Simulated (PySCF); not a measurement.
# Building multiplets from coupling constants

Molfile (atoms numbered from 1):
```
C5H8O2
     RDKit          3D

 15 14  0  0  0  0  0  0  0  0999 V2000
   -2.0778    1.1247   -0.1560 C   0  0  0  0  0  0  0  0  0  0  0  0
   -1.1785    0.1395   -0.0434 C   0  0  0  0  0  0  0  0  0  0  0  0
   -1.5170   -1.3182   -0.0441 C   0  0  0  0  0  0  0  0  0  0  0  0
    0.2537    0.5479    0.0931 C   0  0  0  0  0  0  0  0  0  0  0  0
    0.6540    1.6840    0.0939 O   0  0  0  0  0  0  0  0  0  0  0  0
    1.0504   -0.5262    0.2152 O   0  0  0  0  0  0  0  0  0  0  0  0
    2.4434   -0.3108    0.3503 C   0  0  0  0  0  0  0  0  0  0  0  0
   -3.1450    0.9121   -0.2578 H   0  0  0  0  0  0  0  0  0  0  0  0
   -1.7483    2.1663   -0.1484 H   0  0  0  0  0  0  0  0  0  0  0  0
   -2.5992   -1.4693   -0.1563 H   0  0  0  0  0  0  0  0  0  0  0  0
   -0.9996   -1.8428   -0.8621 H   0  0  0  0  0  0  0  0  0  0  0  0
   -1.1868   -1.7997    0.8891 H   0  0  0  0  0  0  0  0  0  0  0  0
    2.7684   -0.7097    1.3223 H   0  0  0  0  0  0  0  0  0  0  0  0
    2.9584   -0.8567   -0.4531 H   0  0  0  0  0  0  0  0  0  0  0  0
    2.6722    0.7613    0.2885 H   0  0  0  0  0  0  0  0  0  0  0  0
  1  2  2  0
  2  3  1  0
  2  4  1  0
  4  5  2  0
  4  6  1  0
  6  7  1  0
  1  8  1  0
  1  9  1  0
  3 10  1  0
  3 11  1  0
  3 12  1  0
  7 13  1  0
  7 14  1  0
  7 15  1  0
M  END
```

Theory: NMR shieldings at PBE/pcSseg-2/GIAO, coordinates at the PBE0-D3(BJ)/def2-SVP level, B3LYP/pcJ-1 coupling constants (without the spin–dipole term), in PySCF 2.14.0 with density-fitted response routines (no solvent, no relativistic terms, equivalent nuclei averaged, single conformer).

Referencing at the same level of theory: $^{13}$C, $^{1}$H vs TMS.

Spectrometer: 500 MHz for $^{1}$H. First-order analysis; couplings under 1 Hz (under 4 Hz in carbon signals) are ignored, and nearly equal couplings are merged; the smaller ones broaden or split the lines further.

**Question.** What pattern does C3 show in the proton-coupled $^{13}$C spectrum?

**Answer.** A quartet of doublets of doublets at δ 22.1: 135.1 Hz to H10/H11/H12 (3 × $^{1}$H, 1 bond away), 10.8 Hz to H9 (1 × $^{1}$H, 3 bonds away), 6.5 Hz to H8 (1 × $^{1}$H, 3 bonds away). Lines in Hz from the centre (relative intensity): +211.3 (1), +204.8 (1), +200.5 (1), +194.0 (1), +76.2 (3), +69.7 (3), +65.4 (3), +58.9 (3), -58.9 (3), -65.4 (3), -69.7 (3), -76.2 (3), -194.0 (1), -200.5 (1), -204.8 (1), -211.3 (1). The outer lines are 422.6 Hz apart, the sum of the couplings kept, or 3.361 ppm at this field.

**Question.** What pattern does H8 show ($^{1}$H)?

**Answer.** A quintet at δ 5.66: 2.4 Hz to H9 and H10/H11/H12 (4 × $^{1}$H, 2 or 4 bonds away). Lines in Hz from the centre (relative intensity): +4.8 (1), +2.4 (4), +0.0 (6), -2.4 (4), -4.8 (1). The outer lines are 9.6 Hz apart, the sum of the couplings kept, or 0.019 ppm at this field.

**Question.** What pattern does H9 show ($^{1}$H)?

**Answer.** A doublet of quartets at δ 6.75: 2.9 Hz to H8 (1 × $^{1}$H, 2 bonds away), 1.7 Hz to H10/H11/H12 (3 × $^{1}$H, 4 bonds away). Lines in Hz from the centre (relative intensity): +4.0 (1), +2.3 (3), +1.1 (1), +0.6 (3), -0.6 (3), -1.1 (1), -2.3 (3), -4.0 (1). The outer lines are 8.0 Hz apart, the sum of the couplings kept, or 0.016 ppm at this field.

**Question.** What pattern does H10/H11/H12 show ($^{1}$H)?

**Answer.** A triplet at δ 2.00: 2.0 Hz to H8 and H9 (2 × $^{1}$H, 4 bonds away). Lines in Hz from the centre (relative intensity): +2.0 (1), +0.0 (2), -2.0 (1). The outer lines are 4.0 Hz apart, the sum of the couplings kept, or 0.008 ppm at this field.
